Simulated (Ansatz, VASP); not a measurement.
# TiB in VASP and in Ansatz

The input INCAR:

```
ALGO = Normal
EDIFF = 1E-6
ENCUT = 520
ISIF = 2
ISMEAR = -1
LASPH = T
LCHARG = F
LREAL = F
LWAVE = F
NBANDS = 14
NELM = 60
PREC = Accurate
SIGMA = 0.05
```

KPOINTS

```
k-points
0
Gamma
  13 13 13
```

POSCAR

```
TiB
1.0
    0.0000000000      2.1422065399      2.1422065399
    2.1422065399      0.0000000000      2.1422065399
    2.1422065399      2.1422065399      0.0000000000
Ti B
1 1
Direct
    0.7500000000      0.7500000000      0.7500000000
    0.0000000000      0.0000000000      0.0000000000
```

Input for Ansatz:

```yaml
crystal:
  lattice:
    - [0.0, 2.1422065399, 2.1422065399]
    - [2.1422065399, 0.0, 2.1422065399]
    - [2.1422065399, 2.1422065399, 0.0]
  atoms:
    - { symbol: Ti, position: [0.75, 0.75, 0.75] }
    - { symbol: B, position: [0.0, 0.0, 0.0] }
kpoints:
  mp_grid: { grid: [13, 13, 13] }
  band_path:
    path:
      - [0.0, 0.0, 0.0]
      - [-0.5, -0.5, 0.0]
      - [-0.375, -0.375, 0.25]
      - [-0.375, 0.0, 0.375]
      - [0.0, 0.0, 0.0]
      - [0.0, 0.0, 0.5]
      - [-0.5, -0.25, 0.25]
      - [-0.5, -0.5, 0.0]
    npoints: 5
scf:
  occupations: { method: fermi_dirac, width: 0.05 }
hamiltonian:
  xc: lda
  pseudopotentials: { kind: all_electron, lapw: { basis_error: 0.00025 } }
output:
  forces: true
  stress: true
  eigenvalues: true
```

Change from the starting cell: volume scaled by 1.06.

Alike in both runs: task single point; functional LDA; k mesh 13 × 13 × 13; occupations fermi-dirac, width 0.05 eV; no spin polarisation.

```csv
,VASP,Ansatz
version,VASP 6.6.1,Ansatz 0.2.0
potentials or method,"VASP PAW LDA potentials, release 64 (Ti_sv, B)","all-electron LAPW, scalar-relativistic"
plane-wave cutoff (eV),520,see its input
```

```tsv
	VASP	Ansatz	Ansatz less VASP
pressure (GPa)	83.1	83.0	-0.13
```

Ansatz ran all-electron here, so the differences hold the error of VASP's frozen core and of both bases.

Caveats: the cell as given lies far from equilibrium; so large a pressure means that the cell lies far from this level's equilibrium, or that cutoff or potentials fall short (VASP).
